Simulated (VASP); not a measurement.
The system is HgS.

```
CELL_PARAMETERS angstrom
0.00000 2.92585 2.92585
2.92585 0.00000 2.92585
2.92585 2.92585 0.00000
ATOMIC_POSITIONS crystal
Hg 0.00000 0.00000 0.00000
S 0.25000 0.25000 0.25000
```

The cell was built by a generator and needn't be a form met in nature.

| Quantity | Value |
| --- | --- |
| Program | VASP 6.6.1 |
| Task | relaxation of cell and atoms |
| Functional | PBE |
| Potentials or basis | VASP PAW PBE potentials, release 64 (Hg, S) |
| Cutoff | 600 eV |
| k mesh | 10 × 10 × 10 |
| Occupations | gaussian, width 0.03 eV |
| Spin | no spin polarisation |

At the start: pressure 4.7 GPa; volume 25.05 Å³/atom.

Q: How do energy, volume and symmetry change on relaxing?

A: Over 3 steps the energy falls by 26.4 meV/atom and the volume is 26.99 Å³/atom (+7.8 %); space group F-43m (No. 216, to 0.05 Å).

The path:
| step | energy change (eV) | largest force (eV/Å) | pressure (GPa) | volume (Å³) |
| --- | --- | --- | --- | --- |
| 1 | 0.0000 | 0.0000 | 4.73 | 50.09 |
| 2 | -0.0455 | 0.0000 | -1.38 | 55.65 |
| 3 | -0.0527 | 0.0000 | 0.04 | 53.99 |

Final structure:
```cif
data_structure
_symmetry_space_group_name_H-M 'P 1'
_symmetry_Int_Tables_number 1
_cell_length_a 4.2423
_cell_length_b 4.2423
_cell_length_c 4.2423
_cell_angle_alpha 60.000
_cell_angle_beta 60.000
_cell_angle_gamma 60.000
_cell_volume 53.99
loop_
_atom_site_label
_atom_site_type_symbol
_atom_site_fract_x
_atom_site_fract_y
_atom_site_fract_z
_atom_site_occupancy
Hg1 Hg 0.00000 0.00000 0.00000 1
S1 S 0.25000 0.25000 0.25000 1
```
